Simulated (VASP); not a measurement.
A run of VASP 6.6.1 is set up as follows.

Contents of INCAR:

```
PREC = Accurate
ENCUT = 600
EDIFF = 1E-6
ISMEAR = 0
SIGMA = 0.03
LREAL = F
LASPH = T
NELM = 80
ALGO = Normal
ISIF = 3
LWAVE = F
LCHARG = F
IBRION = 2
NSW = 90
EDIFFG = -0.01
```

KPOINTS

```
regular mesh
0
Gamma
  8 8 8
```

POSCAR

```
GaP
1.0
    0.0000000000      2.7252500000      2.7252500000
    2.7252500000      0.0000000000      2.7252500000
    2.7252500000      2.7252500000      0.0000000000
Ga P
1 1
Direct
    0.0000000000      0.0000000000      0.0000000000
    0.2500000000      0.2500000000      0.2500000000
```

Potentials or basis: VASP PAW LDA potentials, release 64 (Ga_d, P).

Command:

```bash
$ cat potpaw_LDA.64/Ga_d/POTCAR potpaw_LDA.64/P/POTCAR > POTCAR
$ mpirun -np 1 vasp_std > vasp.out
```

(1) What does it give for the relaxed volume?

(2) Estimate the space group after relaxing (to 0.05 Å).

(3) What does it give for the relaxed cell?

Results:

(1) 19.61 Å³/atom.

(2) F-43m (No. 216).

(3) a = 3.814 Å, b = 3.814 Å, c = 3.814 Å, α = 60.00°, β = 60.00°, γ = 60.00°.
